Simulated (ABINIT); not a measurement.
# InAs (F-43m) in ABINIT: notebook, part 2 of 2

ABINIT 10.8.3 (patched build). The steps go on from the part before.

### Step 4. Band structure, WC

run.abi reads:

```
# Datasets: ground state, then fixed potential
ndtset 2

# Pseudopotentials
pp_dirpath "./"
pseudos "In.GGA_PBE-JTH_sp.xml, As.GGA_PBE-JTH_sp.xml"

# Structure
acell 3*1.0
rprim
     0.0000000000     5.7031934441     5.7031934441
     5.7031934441     0.0000000000     5.7031934441
     5.7031934441     5.7031934441     0.0000000000
ntypat 2
znucl 49 33
natom 2
typat 1 2
xcart
     0.0000000000     0.0000000000     0.0000000000
     8.5547901662     8.5547901662     8.5547901662

# Plane-wave basis
ecut 15.0
pawecutdg 30.0

# Exchange and correlation
ixc 23

# Bands and occupations
occopt 3
tsmear 0.00183747

# SCF cycle
nstep 100

# Output
iomode 3
prtwf 0
prteig 0
prtebands 0
prtden1 1

# Dataset 1
kptopt1 1
ngkpt1 8 8 8
nshiftk1 1
shiftk1 0.0 0.0 0.0
nband1 8
tolvrs1 1.0e-9

# Dataset 2: bands along G-X-W-K-G-L-U-W-L-K
iscf2 -2
getden2 1
nband2 12
nbdbuf2 2
tolwfr2 1.0e-12
kptopt2 -9
ndivsm2 5
prteig2 1
kptbounds2
     0.0000000000     0.0000000000     0.0000000000
     0.5000000000     0.0000000000     0.5000000000
     0.5000000000     0.2500000000     0.7500000000
     0.3750000000     0.3750000000     0.7500000000
     0.0000000000     0.0000000000     0.0000000000
     0.5000000000     0.5000000000     0.5000000000
     0.6250000000     0.2500000000     0.6250000000
     0.5000000000     0.2500000000     0.7500000000
     0.5000000000     0.5000000000     0.5000000000
     0.3750000000     0.3750000000     0.7500000000
```

Potentials or basis: JTH PAW PBE v2.0 sp.

On the command line:

```
$ abinit run.abi > log 2>&1
```

run.abo:

```text
.Version 10.8.3 of ABINIT
 DATASET    1 : space group F-4 3 m (#216); Bravais cF (face-center cubic)
================================================================================
 Values of the parameters that define the memory need for DATASET  1.
     intxc =       0    ionmov =       0      iscf =      17    lmnmax =      13
     lnmax =       5     mgfft =      30  mpssoang =       3    mqgrid =    3001
     natom =       2  nloc_mem =       2    nspden =       1   nspinor =       1
    nsppol =       1      nsym =      24    n1xccc =       1    ntypat =       2
    occopt =       3   xclevel =       2
       mpw =        1036          nfft =       27000          nkpt =          29
 PAW method is used; the additional fine FFT grid is defined by:
   mgfftf=        40    nfftf =     64000
================================================================================
================================================================================

 DATASET    2 : space group F-4 3 m (#216); Bravais cF (face-center cubic)
================================================================================
 Values of the parameters that define the memory need for DATASET  2.
     intxc =       0    ionmov =       0      iscf =      -2    lmnmax =      13
     lnmax =       5     mgfft =      30  mpssoang =       3    mqgrid =    3001
     natom =       2  nloc_mem =       2    nspden =       1   nspinor =       1
[... 804 lines left out ...]
  -0.45619   -0.10991   -0.05148   -0.05148    0.04621    0.08529    0.15388    0.15388
   0.24222    0.30367    0.33515    0.37990
 kpt#   6, nband= 12, wtk=  1.00000, kpt=  0.1786  0.0000  0.1786 (reduced coord)
  -0.45134   -0.12885   -0.06129   -0.06129    0.06094    0.07420    0.17013    0.17013
[... 230 lines left out ...]
  -0.40931   -0.23534   -0.12943   -0.08137    0.05886    0.13767    0.19009    0.21815
   0.28820    0.33941    0.36618    0.44031
 kpt#  84, nband= 12, wtk=  1.00000, kpt=  0.4167  0.4167  0.6667 (reduced coord)
  -0.40635   -0.23466   -0.14053   -0.08666    0.05817    0.14781    0.20613    0.21016
   0.27728    0.33417    0.39209    0.45187
 kpt#  85, nband= 12, wtk=  1.00000, kpt=  0.4028  0.4028  0.6944 (reduced coord)
  -0.40352   -0.23498   -0.14776   -0.09157    0.05492    0.15124    0.21217    0.22236
   0.26727    0.33161    0.42031    0.46200
 kpt#  86, nband= 12, wtk=  1.00000, kpt=  0.3889  0.3889  0.7222 (reduced coord)
  -0.40122   -0.23623   -0.15071   -0.09582    0.05118    0.14363    0.22692    0.23720
   0.25882    0.33295    0.44417    0.47291
 kpt#  87, nband= 12, wtk=  1.00000, kpt=  0.3750  0.3750  0.7500 (reduced coord)
  -0.39987   -0.23764   -0.14967   -0.09923    0.04794    0.13083    0.24240    0.24876
   0.25738    0.33977    0.44982    0.48906

== END DATASET(S) ==============================================================
================================================================================

 -outvars: echo values of variables after computation  --------
            acell      1.0000000000E+00  1.0000000000E+00  1.0000000000E+00 Bohr
           etotal1    -8.5398331349E+00
            fcart1     2.3513957072E-47 -2.9508086671E-30 -2.3513957072E-47
                      -2.3513957072E-47  2.9508086671E-30  2.3513957072E-47
            rprim      0.0000000000E+00  5.7031934441E+00  5.7031934441E+00
                       5.7031934441E+00  0.0000000000E+00  5.7031934441E+00
                       5.7031934441E+00  5.7031934441E+00  0.0000000000E+00
           strten1    -1.0145947090E-04 -1.0145947090E-04 -1.0145947090E-04
                       0.0000000000E+00  0.0000000000E+00  0.0000000000E+00
           xangst      0.0000000000E+00  0.0000000000E+00  0.0000000000E+00
                       4.5269999969E+00  4.5269999969E+00  4.5269999969E+00
             xred      0.0000000000E+00  0.0000000000E+00  0.0000000000E+00
                       7.5000000000E-01  7.5000000000E-01  7.5000000000E-01
 Calculation completed.
```

Run time: 24 s. Hardware: 1 thread of Arm Neoverse V1, shared host; peak memory 0.11 GiB.

What came out:

| Item | Value |
| --- | --- |
| Free energy | -232.3807 eV |
| Band gap on the k mesh | none (metal or under the smearing width) |

Levels at the corners of the path, in eV from the Fermi level:
```tsv
point	band 1	band 2	band 3	band 4	band 5	band 6	band 7	band 8
Γ	-11.98	-0.27	-0.05	-0.05	-0.05	3.87	3.87	3.87
X	-10.18	-5.94	-2.40	-2.40	1.37	1.95	9.16	9.25
W	-10.14	-5.77	-3.08	-2.97	4.20	4.23	4.95	5.98
K	-10.20	-5.79	-3.39	-2.02	1.98	4.24	7.27	7.45
Γ	-11.98	-0.27	-0.05	-0.05	-0.05	3.87	3.87	3.87
L	-10.69	-5.87	-1.05	-1.05	0.87	4.62	4.62	6.74
U	-10.20	-5.79	-3.39	-2.02	1.98	4.24	7.27	7.45
W	-10.14	-5.77	-3.08	-2.97	4.20	4.23	4.95	5.98
L	-10.69	-5.87	-1.05	-1.05	0.87	4.62	4.62	6.74
K	-10.20	-5.79	-3.39	-2.02	1.98	4.24	7.27	7.45
```

Caveat: spin-orbit coupling is left out, which moves the levels of the heavy elements; this set keeps more shells in the core, which shifts pressures and gaps; this crystal is a semiconductor, whose small gap the functional closes, so the metal is an error of the method; the atomic spheres overlap.

### Step 5. Band structure, SOGGA

Changes to run.abi since step 4:

```diff
@@ -8,7 +8,7 @@
 # Structure
-acell 3*1.0
+acell 8.0655335175 8.0655335175 8.0655335175
 rprim
-     0.0000000000     5.7031934441     5.7031934441
-     5.7031934441     0.0000000000     5.7031934441
-     5.7031934441     5.7031934441     0.0000000000
+     0.0000000000     0.7071067812     0.7071067812
+     0.7071067812     0.0000000000     0.7071067812
+     0.7071067812     0.7071067812     0.0000000000
 ntypat 2
@@ -17,5 +17,5 @@
 typat 1 2
-xcart
+xred
      0.0000000000     0.0000000000     0.0000000000
-     8.5547901662     8.5547901662     8.5547901662
+     0.7500000000     0.7500000000     0.7500000000
 
@@ -26,3 +26,3 @@
 # Exchange and correlation
-ixc 23
+ixc -150130
 
@@ -59,2 +59,3 @@
 prteig2 1
+prtvol2 -3
 kptbounds2
```

Potentials or basis: JTH PAW PBE v2.0 sp.

On the command line:

```
$ abinit run.abi > log 2>&1
```

run.abo:

```text
.Version 10.8.3 of ABINIT
 DATASET    1 : space group F-4 3 m (#216); Bravais cF (face-center cubic)
================================================================================
 Values of the parameters that define the memory need for DATASET  1.
     intxc =       0    ionmov =       0      iscf =      17    lmnmax =      13
     lnmax =       5     mgfft =      30  mpssoang =       3    mqgrid =    3001
     natom =       2  nloc_mem =       2    nspden =       1   nspinor =       1
    nsppol =       1      nsym =      24    n1xccc =       1    ntypat =       2
    occopt =       3   xclevel =       2
       mpw =        1036          nfft =       27000          nkpt =          29
 PAW method is used; the additional fine FFT grid is defined by:
   mgfftf=        40    nfftf =     64000
================================================================================
================================================================================

[... 1045 lines left out ...]
   0.26147    0.33392    0.44626    0.47516
 kpt#  87, nband= 12, wtk=  1.00000, kpt=  0.3750  0.3750  0.7500 (reduced coord)
  -0.39569   -0.23455   -0.14786   -0.09705    0.05014    0.13359    0.24543    0.25162
   0.25995    0.34071    0.45260    0.49073

== END DATASET(S) ==============================================================
================================================================================

 -outvars: echo values of variables after computation  --------
            acell      8.0655335175E+00  8.0655335175E+00  8.0655335175E+00 Bohr
           etotal1    -8.5013789360E+00
            fcart1     2.3606469336E-29  2.7898783155E-46 -2.3606469336E-29
                      -2.3606469336E-29 -2.7898783155E-46  2.3606469336E-29
            rprim      0.0000000000E+00  7.0710678120E-01  7.0710678120E-01
                       7.0710678120E-01  0.0000000000E+00  7.0710678120E-01
                       7.0710678120E-01  7.0710678120E-01  0.0000000000E+00
           strten1    -7.9033747191E-05 -7.9033747191E-05 -7.9033747191E-05
                       0.0000000000E+00  0.0000000000E+00  0.0000000000E+00
           xangst      0.0000000000E+00  0.0000000000E+00  0.0000000000E+00
                       4.5269999970E+00  4.5269999970E+00  4.5269999970E+00
             xred      0.0000000000E+00  0.0000000000E+00  0.0000000000E+00
                       7.5000000000E-01  7.5000000000E-01  7.5000000000E-01
 Calculation completed.
```

It took 30 s on 1 thread of Arm Neoverse V1, shared host; peak memory 0.11 GiB.

What came out:

```
Free energy            : -231.3343 eV
Band gap on the k mesh : none (metal or under the smearing width)
```

Levels at the corners of the path, in eV from the Fermi level:
```csv
point,band 1,band 2,band 3,band 4,band 5,band 6,band 7,band 8,band 9
Γ,-11.95,-0.18,-0.05,-0.05,-0.05,3.87,3.87,3.87,7.35
X,-10.13,-5.93,-2.41,-2.41,1.36,1.94,9.18,9.29,9.29
W,-10.10,-5.76,-3.10,-2.99,4.17,4.27,4.97,5.94,9.74
K,-10.16,-5.77,-3.41,-2.03,1.97,4.24,7.29,7.46,7.68
Γ,-11.95,-0.18,-0.05,-0.05,-0.05,3.87,3.87,3.87,7.35
L,-10.65,-5.87,-1.05,-1.05,0.90,4.61,4.61,6.72,8.99
U,-10.16,-5.77,-3.41,-2.03,1.97,4.24,7.29,7.46,7.68
W,-10.10,-5.76,-3.10,-2.99,4.17,4.27,4.97,5.94,9.74
L,-10.65,-5.87,-1.05,-1.05,0.90,4.61,4.61,6.72,8.99
K,-10.16,-5.77,-3.41,-2.03,1.97,4.24,7.29,7.46,7.68
```

Caveat: spin-orbit coupling is left out, which moves the levels of the heavy elements; this set keeps more shells in the core, which shifts pressures and gaps; this crystal is a semiconductor, whose small gap the functional closes, so the metal is an error of the method; the atomic spheres overlap.

### Step 6. Overview

| task | level | potentials or basis | gap on the mesh (eV) |
| --- | --- | --- | --- |
| band structure | LDA | JTH PAW LDA v2.0 sp | none |
| equation of state | revPBE | JTH PAW PBE v2.0 sp | - |
| band structure | WC | JTH PAW PBE v2.0 sp | none |
| band structure | SOGGA | JTH PAW PBE v2.0 sp | none |

Alike in all rows: no spin polarisation; cell as given; k mesh 8 × 8 × 8; cutoff (eV) 408; smearing fermi-dirac 0.05 eV.

Caveats: this set keeps more shells in the core, which shifts pressures and gaps; the atomic spheres overlap; spin-orbit coupling is left out, which moves the levels of the heavy elements (some runs); this crystal is a semiconductor, whose small gap the functional closes, so the metal is an error of the method (some runs); pressures at fixed basis lie under the slope of the energies (some runs).

Absolute energies hang on the potentials; compare differences alone.

### Step 7. Against experiment

Step 2. Measured gap of InAs: 0.418 eV (direct; 4.2 K; a printed reference work, data compilation). This calculation gives 0.00 eV (-0.42 eV). Spin-orbit coupling on As, In is left out. The value is that of LDA on a finite k mesh, which can miss the band edges, without temperature or zero-point motion. Semilocal functionals fall short of measured gaps as a rule.

Step 4. Against the measured gap of InAs, 0.418 eV (direct; 4.2 K; a printed reference work, data compilation), the calculated 0.00 eV is off by -0.42 eV. Spin-orbit coupling on As, In is left out. The value is that of WC on a finite k mesh, which can miss the band edges, without temperature or zero-point motion. Semilocal functionals fall short of measured gaps as a rule.

Step 5. Against the measured gap of InAs, 0.418 eV (direct; 4.2 K; a printed reference work, data compilation), the calculated 0.00 eV is off by -0.42 eV. Spin-orbit coupling on As, In is left out. The value is that of SOGGA on a finite k mesh, which can miss the band edges, without temperature or zero-point motion.
